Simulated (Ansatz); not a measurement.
# PbS (Galena): equation of state with PBE

PbS (Galena):

```
Pb S
1.0
     0.00000    2.96575    2.96575
     2.96575    0.00000    2.96575
     2.96575    2.96575    0.00000
Pb S
1 1
Direct
  0.00000 0.00000 0.00000
  0.50000 0.50000 0.50000
```

```
Program             : Ansatz 0.2.0
Task                : equation of state
Functional          : PBE
Potentials or basis : Ansatz PAW
Cutoff              : 420 eV
Density cutoff      : 1680 eV
k mesh              : 8 × 8 × 8
Occupations         : fermi-dirac, width 0.05 eV
Spin                : no spin polarisation
```

```
Equilibrium volume                      : 27.12 Å³/atom
Bulk modulus                            : 53 GPa
Pressure derivative of the bulk modulus : 4.1
```

Energy against volume, from the lowest point:
```tsv
volume (Å³/atom)	energy (meV/atom)
24.521	48.79
25.042	30.06
25.564	16.25
26.086	6.92
26.607	1.63
27.129	0.00
27.651	1.67
```

All runs of the series together: 5.6 s on 2 threads of Arm Neoverse V2, on a shared host.

Spin-orbit coupling is left out, which matters for the levels of Pb. Zero-point motion and thermal expansion aren't in these numbers.
